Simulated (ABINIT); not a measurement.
# C (P6_3/mmc) in ABINIT: settings compared

Aim: see how the results for C move with the level of theory and the settings. Levels: LDA-VWN, LDA-PZ, LDA. Tasks: band structure.

The COD entry that gives the cell may itself be a prediction, so a difference from it is no test against experiment.

Program: ABINIT 10.8.3 (patched build). These are calculated values, not measurements. Logs are shortened: lines on timing, memory, paths and dates and some standing lists are left out, and cuts for length are marked. The log counts tension as positive stress, the text compression.

## (1) Starting point

Symmetry: P6_3/mmc, No. 194, hexagonal system. Conventional cell: a = 2.522 Å, b = 2.522 Å, c = 8.237 Å, α = 90.00°, β = 90.00°, γ = 120.00°. Around C (site symmetry 3m) lie 4 C at 1.54 Å. C (site symmetry 3m) is surrounded by 4 C at 1.54 Å.

This is a hexagonal form of diamond, not graphite.

## (2) Band structure, LDA-VWN

File run.abi:

```
# Datasets: ground state, then fixed potential
ndtset 2

# Pseudopotentials
pp_dirpath "./"
pseudos "C.LDA_PW-JTH.xml"

# Structure
acell 3*1.0 Angstrom
rprim
     2.5221000000     0.0000000000     0.0000000000
    -1.2610500000     2.1842026709     0.0000000000
     0.0000000000     0.0000000000     8.2371000000
ntypat 1
znucl 6
natom 8
typat 1 1 1 1 1 1 1 1
xred
     0.6666666667     0.3333333333     0.8437500000
     0.3333333333     0.6666666667     0.3437500000
     0.6666666667     0.3333333333     0.6562500000
     0.3333333333     0.6666666667     0.1562500000
     0.0000000000     0.0000000000     0.9062500000
     0.0000000000     0.0000000000     0.4062500000
     0.0000000000     0.0000000000     0.5937500000
     0.0000000000     0.0000000000     0.0937500000

# Plane-wave basis
ecut 20.0
pawecutdg 40.0

# Exchange and correlation
ixc -1007

# Bands and occupations
occopt 3
tsmear 0.05 eV

# SCF cycle
nstep 100

# Output
iomode 3
prtwf 0
prteig 0
prtebands 0
enunit 2
prtden1 1

# Dataset 1
kptopt1 1
ngkpt1 12 12 4
nshiftk1 1
shiftk1 0.0 0.0 0.0
nband1 21
tolvrs1 1.0e-9

# Dataset 2: bands along G-M-K-G-A-L-H-A
iscf2 -2
getden2 1
nband2 25
nbdbuf2 2
tolwfr2 1.0e-12
kptopt2 -7
ndivsm2 6
prteig2 1
prtvol2 -3
kptbounds2
     0.0000000000     0.0000000000     0.0000000000
     0.5000000000     0.0000000000     0.0000000000
     0.3333333333     0.3333333333     0.0000000000
     0.0000000000     0.0000000000     0.0000000000
     0.0000000000     0.0000000000     0.5000000000
     0.5000000000     0.0000000000     0.5000000000
     0.3333333333     0.3333333333     0.5000000000
     0.0000000000     0.0000000000     0.5000000000
```

Potentials or basis: JTH PAW LDA v2.0.

Run with:

```
abinit run.abi > log 2>&1
```

run.abo:

```text
.Version 10.8.3 of ABINIT
 DATASET    1 : space group P6_3/m m c (#194); Bravais hP (primitive hexag.)
================================================================================
 Values of the parameters that define the memory need for DATASET  1.
     intxc =       0    ionmov =       0      iscf =      17    lmnmax =       8
     lnmax =       4     mgfft =      64  mpssoang =       2    mqgrid =    4432
     natom =       8  nloc_mem =       2    nspden =       1   nspinor =       1
    nsppol =       1      nsym =      24    n1xccc =       1    ntypat =       1
    occopt =       3   xclevel =       1
       mpw =        1324          nfft =       25600          nkpt =          57
 PAW method is used; the additional fine FFT grid is defined by:
   mgfftf=        90    nfftf =     81000
================================================================================
================================================================================

 DATASET    2 : space group P6_3/m m c (#194); Bravais hP (primitive hexag.)
================================================================================
 Values of the parameters that define the memory need for DATASET  2.
     intxc =       0    ionmov =       0      iscf =      -2    lmnmax =       8
     lnmax =       4     mgfft =      64  mpssoang =       2    mqgrid =    4432
     natom =       8  nloc_mem =       2    nspden =       1   nspinor =       1
    nsppol =       1      nsym =      24    n1xccc =       1    ntypat =       1
    occopt =       3   xclevel =       1
       mpw =        1329          nfft =       25600          nkpt =         131
 PAW method is used; the additional fine FFT grid is defined by:
   mgfftf=        90    nfftf =     81000
================================================================================
================================================================================

--------------------------------------------------------------------------------
------------- Echo of variables that govern the present computation ------------
--------------------------------------------------------------------------------
 -outvars: echo values of preprocessed input variables --------
            acell      1.8897261259E+00  1.8897261259E+00  1.8897261259E+00 Bohr
              amu      1.20110000E+01
             ecut      2.00000000E+01 Hartree
           enunit           2
           getden1          0
           getden2          1
             iscf1         17
             iscf2         -2
              ixc       -1007
           jdtset        1    2
           kptopt1          1
           kptopt2         -7
         kptrlatt       12    0    0      0   12    0      0    0    4
          kptrlen1     5.71929391E+01
          kptrlen2     3.00000000E+01
            natom           8
            nband1         21
            nband2         25
           nbdbuf1          0
           nbdbuf2          2
           ndtset           2
           ndivsm1          0
           ndivsm2          6
            ngfft          20      20      64
          ngfftdg          30      30      90
             nkpt1         57
             nkpt2        131
            nstep         100
             nsym          24
           ntypat           1
           occopt           3
        pawecutdg      4.00000000E+01 Hartree
        prtebands           0
           prteig1          0
           prteig2          1
           prtvol1          0
           prtvol2         -3
            prtwf           0
            rprim      2.5221000000E+00  0.0000000000E+00  0.0000000000E+00
                      -1.2610500000E+00  2.1842026709E+00  0.0000000000E+00
                       0.0000000000E+00  0.0000000000E+00  8.2371000000E+00
[... 1677 lines left out ...]
       0.333333333333      0.666666666667      0.343750000000
       0.666666666667      0.333333333333      0.656250000000
       0.333333333333      0.666666666667      0.156250000000
      -0.000000000000     -0.000000000000      0.906250000000
      -0.000000000000     -0.000000000000      0.406250000000
      -0.000000000000     -0.000000000000      0.593750000000
      -0.000000000000     -0.000000000000      0.093750000000

 cartesian coordinates (angstrom) at end:
    1      1.26105000000000     0.72806755696667     6.95005312500000
    2     -0.00000000000000     1.45613511393333     2.83150312500000
    3      1.26105000000000     0.72806755696667     5.40559687500000
    4     -0.00000000000000     1.45613511393333     1.28704687500000
    5     -0.00000000000000    -0.00000000000000     7.46487187500000
    6     -0.00000000000000    -0.00000000000000     3.34632187500000
    7     -0.00000000000000    -0.00000000000000     4.89077812500000
    8     -0.00000000000000    -0.00000000000000     0.77222812500000
 length scales=  1.889726125908  1.889726125908  1.889726125908 bohr
              =  1.000000000000  1.000000000000  1.000000000000 angstroms
 Eigenvalues (hartree) for nkpt= 131  k points:
 kpt#   1, nband= 25, wtk=  1.00000, kpt=  0.0000  0.0000  0.0000 (reduced coord)
  -0.41841   -0.35618   -0.35435   -0.20278   -0.12588    0.12491    0.12773    0.25936
   0.25936    0.29853    0.29853    0.30678    0.30678    0.36219    0.37044    0.37044
   0.55926    0.55926    0.57840    0.62543    0.62543    0.64258    0.66031    0.66031
   0.67380
 kpt#   2, nband= 25, wtk=  1.00000, kpt=  0.0217  0.0000  0.0000 (reduced coord)
  -0.41798   -0.35576   -0.35393   -0.20240   -0.12548    0.12512    0.12794    0.25707
   0.25834    0.29646    0.29778    0.30467    0.30585    0.36144    0.36856    0.36975
   0.55979    0.56032    0.57931    0.62540    0.62692    0.64376    0.65991    0.66128
   0.67529
 kpt#   3, nband= 25, wtk=  1.00000, kpt=  0.0435  0.0000  0.0000 (reduced coord)
  -0.41670   -0.35451   -0.35267   -0.20127   -0.12428    0.12574    0.12858    0.25038
   0.25537    0.29035    0.29558    0.29848    0.30314    0.35927    0.36308    0.36768
   0.56114    0.56342    0.58188    0.62513    0.63131    0.64731    0.65881    0.66422
   0.67939
 kpt#   4, nband= 25, wtk=  1.00000, kpt=  0.0652  0.0000  0.0000 (reduced coord)
  -0.41457   -0.35242   -0.35057   -0.19938   -0.12230    0.12676    0.12961    0.23973
[... 623 lines left out ...]
 kpt# 129, nband= 25, wtk=  1.00000, kpt=  0.0256  0.0256  0.5000 (reduced coord)
  -0.40074   -0.40074   -0.27717   -0.27717   -0.02244   -0.02244    0.26159    0.26159
   0.26654    0.26654    0.27721    0.27721    0.33794    0.33794    0.34259    0.34259
   0.58749    0.58749    0.59221    0.59221    0.62075    0.62075    0.68122    0.68122
   0.68514
 kpt# 130, nband= 25, wtk=  1.00000, kpt=  0.0128  0.0128  0.5000 (reduced coord)
  -0.40207   -0.40207   -0.27844   -0.27844   -0.02350   -0.02350    0.26832    0.26832
   0.26963    0.26963    0.27769    0.27769    0.34366    0.34366    0.34489    0.34489
   0.58793    0.58793    0.58923    0.58923    0.61713    0.61713    0.67782    0.67782
   0.68457
 kpt# 131, nband= 25, wtk=  1.00000, kpt=  0.0000  0.0000  0.5000 (reduced coord)
  -0.40251   -0.40251   -0.27887   -0.27887   -0.02386   -0.02386    0.27064    0.27064
   0.27064    0.27064    0.27785    0.27785    0.34565    0.34565    0.34565    0.34565
   0.58811    0.58811    0.58811    0.58811    0.61592    0.61592    0.67647    0.67647
   0.68437
 Eigenvalues (   eV  ) for nkpt= 131  k points:
 kpt#   1, nband= 25, wtk=  1.00000, kpt=  0.0000  0.0000  0.0000 (reduced coord)
 -11.38544   -9.69214   -9.64248   -5.51795   -3.42523    3.39892    3.47569    7.05747
   7.05747    8.12339    8.12339    8.34790    8.34790    9.85572   10.08023   10.08023
  15.21833   15.21833   15.73901   17.01880   17.01880   17.48548   17.96801   17.96807
  18.33499
 kpt#   2, nband= 25, wtk=  1.00000, kpt=  0.0217  0.0000  0.0000 (reduced coord)
 -11.37383   -9.68075   -9.63104   -5.50767   -3.41439    3.40463    3.48152    6.99526
   7.02975    8.06696    8.10312    8.29040    8.32265    9.83538   10.02914   10.06130
  15.23277   15.24697   15.76392   17.01789   17.05938   17.51750   17.95703   17.99442
  18.37565
 kpt#   3, nband= 25, wtk=  1.00000, kpt=  0.0435  0.0000  0.0000 (reduced coord)
 -11.33900   -9.64660   -9.59673   -5.47685   -3.38190    3.42161    3.49881    6.81319
   6.94890    7.90085    8.04304    8.12193    8.24873    9.77622    9.87979   10.00518
  15.26943   15.33148   15.83383   17.01073   17.17882   17.61412   17.92724   18.07425
  18.48703
 kpt#   4, nband= 25, wtk=  1.00000, kpt=  0.0652  0.0000  0.0000 (reduced coord)
 -11.28099   -9.58972   -9.53958   -5.42550   -3.32792    3.44921    3.52684    6.52344
[... 624 lines left out ...]
 -10.90472  -10.90472   -7.54223   -7.54223   -0.61050   -0.61050    7.11832    7.11832
   7.25295    7.25295    7.54335    7.54335    9.19579    9.19579    9.32248    9.32248
  15.98650   15.98650   16.11498   16.11498   16.89135   16.89135   18.53698   18.53702
  18.64352
 kpt# 130, nband= 25, wtk=  1.00000, kpt=  0.0128  0.0128  0.5000 (reduced coord)
 -10.94091  -10.94091   -7.57683   -7.57683   -0.63954   -0.63954    7.30132    7.30132
   7.33696    7.33696    7.55632    7.55632    9.35140    9.35140    9.38500    9.38500
  15.99852   15.99852   16.03366   16.03366   16.79298   16.79298   18.44452   18.44452
  18.62797
 kpt# 131, nband= 25, wtk=  1.00000, kpt=  0.0000  0.0000  0.5000 (reduced coord)
 -10.95298  -10.95298   -7.58837   -7.58837   -0.64925   -0.64925    7.36459    7.36459
   7.36459    7.36459    7.56064    7.56064    9.40554    9.40554    9.40554    9.40554
  16.00322   16.00322   16.00322   16.00322   16.76006   16.76006   18.40781   18.40781
  18.62269

== END DATASET(S) ==============================================================
================================================================================

 -outvars: echo values of variables after computation  --------
            acell      1.8897261259E+00  1.8897261259E+00  1.8897261259E+00 Bohr
           etotal1    -4.6111062040E+01
            fcart1     1.3417808213E-28  7.7467751837E-29  6.3182224613E-03
                      -1.4830209078E-28 -2.0386250483E-29  6.3182224613E-03
                       1.3417808213E-28  1.2231750290E-29 -6.3182224613E-03
                      -9.1806056195E-29 -5.3004251257E-29 -6.3182224613E-03
                       2.1186012968E-29  7.7467751837E-29  6.4113694770E-03
                       2.1186012968E-29  1.2231750290E-29  6.4113694770E-03
                       2.1186012968E-29  1.2231750290E-29 -6.4113694770E-03
                      -9.1806056195E-29 -1.1824025280E-28 -6.4113694770E-03
            rprim      2.5221000000E+00  0.0000000000E+00  0.0000000000E+00
                      -1.2610500000E+00  2.1842026709E+00  0.0000000000E+00
                       0.0000000000E+00  0.0000000000E+00  8.2371000000E+00
           strten1     6.0117513134E-04  6.0117513117E-04  1.7886027247E-04
                       0.0000000000E+00  0.0000000000E+00  0.0000000000E+00
           xangst      1.2610500000E+00  7.2806755697E-01  6.9500531250E+00
                      -2.5418408897E-16  1.4561351139E+00  2.8315031250E+00
                       1.2610500000E+00  7.2806755697E-01  5.4055968750E+00
                      -2.5418408897E-16  1.4561351139E+00  1.2870468750E+00
                      -1.4000467452E-16 -2.4249520957E-16  7.4648718750E+00
                      -1.4000467452E-16 -2.4249520957E-16  3.3463218750E+00
                      -1.4000467452E-16 -2.4249520957E-16  4.8907781250E+00
                      -1.4000467452E-16 -2.4249520957E-16  7.7222812500E-01
             xred      6.6666666667E-01  3.3333333333E-01  8.4375000000E-01
                       3.3333333333E-01  6.6666666667E-01  3.4375000000E-01
                       6.6666666667E-01  3.3333333333E-01  6.5625000000E-01
                       3.3333333333E-01  6.6666666667E-01  1.5625000000E-01
                      -1.1102230246E-16 -1.1102230246E-16  9.0625000000E-01
                      -1.1102230246E-16 -1.1102230246E-16  4.0625000000E-01
                      -1.1102230246E-16 -1.1102230246E-16  5.9375000000E-01
                      -1.1102230246E-16 -1.1102230246E-16  9.3750000000E-02
 Calculation completed.
```

Wall time 2.4 min (1 thread of Arm Neoverse V1, shared host); peak memory 0.15 GiB.

What came out:

```
Free energy             : -1254.7459 eV
Pressure                : -13.5 GPa
Largest force           : 0.330 eV/Å
Band gap on the k mesh  : 4.37 eV, indirect (least direct gap 5.14 eV)
Band gap along the path : 4.37 eV, indirect (least direct gap 5.14 eV)
```

Forces in eV/Å, atoms in the order of the input:
```
C    0.000  0.000  0.325
C    0.000  0.000  0.325
C    0.000  0.000 -0.325
C    0.000  0.000 -0.325
C    0.000  0.000  0.330
C    0.000  0.000  0.330
C    0.000  0.000 -0.330
C    0.000  0.000 -0.330
```

Levels at the corners of the path, in eV from the valence-band top:
```
point  band 12  band 13  band 14  band 15  band 16  band 17  band 18  band 19  band 20  band 21
    Γ    -1.73    -1.73    -0.22     0.00     0.00     5.14     5.14     5.66     6.94     6.94
    M    -5.01    -4.99    -4.52    -3.69    -2.92     4.42     5.57     5.80     5.95     6.97
    K    -7.44    -7.13    -5.67    -5.67    -4.01     6.11     6.11     7.94     8.42     8.42
    Γ    -1.73    -1.73    -0.22     0.00     0.00     5.14     5.14     5.66     6.94     6.94
    A    -2.52    -0.67    -0.67    -0.67    -0.67     5.92     5.92     5.92     5.92     6.68
    L    -6.05    -4.70    -4.70    -3.65    -3.65     4.77     4.77     7.02     7.02     7.52
    H    -8.55    -5.33    -5.33    -5.09    -5.09     5.11     5.11     9.78     9.78    10.96
    A    -2.52    -0.67    -0.67    -0.67    -0.67     5.92     5.92     5.92     5.92     6.68
```

Caveat: the atomic spheres overlap.

## (3) Band structure, LDA-PZ

Edit run.abi of step 2 so:

```diff
@@ -28,3 +28,3 @@
 # Plane-wave basis
-ecut 20.0
+ecut 544.227725 eV
 pawecutdg 40.0
@@ -32,3 +32,3 @@
 # Exchange and correlation
-ixc -1007
+ixc 2
 
@@ -66,3 +66,2 @@
 prteig2 1
-prtvol2 -3
 kptbounds2
```

Potentials or basis: JTH PAW LDA v2.0.

Run with:

```
abinit run.abi > log 2>&1
```

Wall time 2.3 min (1 thread of Arm Neoverse V1, shared host); peak memory 0.15 GiB.

Results (log left out):

```yaml
Free_energy: -1254.5753 eV
Pressure: -12.5 GPa
Largest_force: 0.330 eV/Å
Band_gap_on_the_k_mesh: 4.37 eV, indirect (least direct gap 5.13 eV)
Band_gap_along_the_path: 4.37 eV, indirect (least direct gap 5.13 eV)
```

Forces on the atoms (eV/Å):
```
C    0.000  0.000  0.325
C    0.000  0.000  0.325
C    0.000  0.000 -0.325
C    0.000  0.000 -0.325
C    0.000  0.000  0.330
C    0.000  0.000  0.330
C    0.000  0.000 -0.330
C    0.000  0.000 -0.330
```

Stress tensor (GPa, compression positive):
```
-16.69   0.00   0.00
  0.00 -16.69   0.00
  0.00   0.00  -4.25
```

Levels at the corners of the path, in eV from the valence-band top:
| point | band 13 | band 14 | band 15 | band 16 | band 17 | band 18 | band 19 | band 20 |
| --- | --- | --- | --- | --- | --- | --- | --- | --- |
| Γ | -1.73 | -0.22 | 0.00 | 0.00 | 5.13 | 5.13 | 5.65 | 6.93 |
| M | -5.00 | -4.52 | -3.70 | -2.92 | 4.41 | 5.56 | 5.80 | 5.94 |
| K | -7.14 | -5.67 | -5.67 | -4.01 | 6.10 | 6.10 | 7.94 | 8.41 |
| Γ | -1.73 | -0.22 | 0.00 | 0.00 | 5.13 | 5.13 | 5.65 | 6.93 |
| A | -0.68 | -0.68 | -0.68 | -0.68 | 5.92 | 5.92 | 5.92 | 5.92 |
| L | -4.71 | -4.71 | -3.65 | -3.65 | 4.76 | 4.76 | 7.01 | 7.01 |
| H | -5.33 | -5.33 | -5.10 | -5.10 | 5.10 | 5.10 | 9.78 | 9.78 |
| A | -0.68 | -0.68 | -0.68 | -0.68 | 5.92 | 5.92 | 5.92 | 5.92 |

Caveat: the atomic spheres overlap.

[end of part 1 of 2]
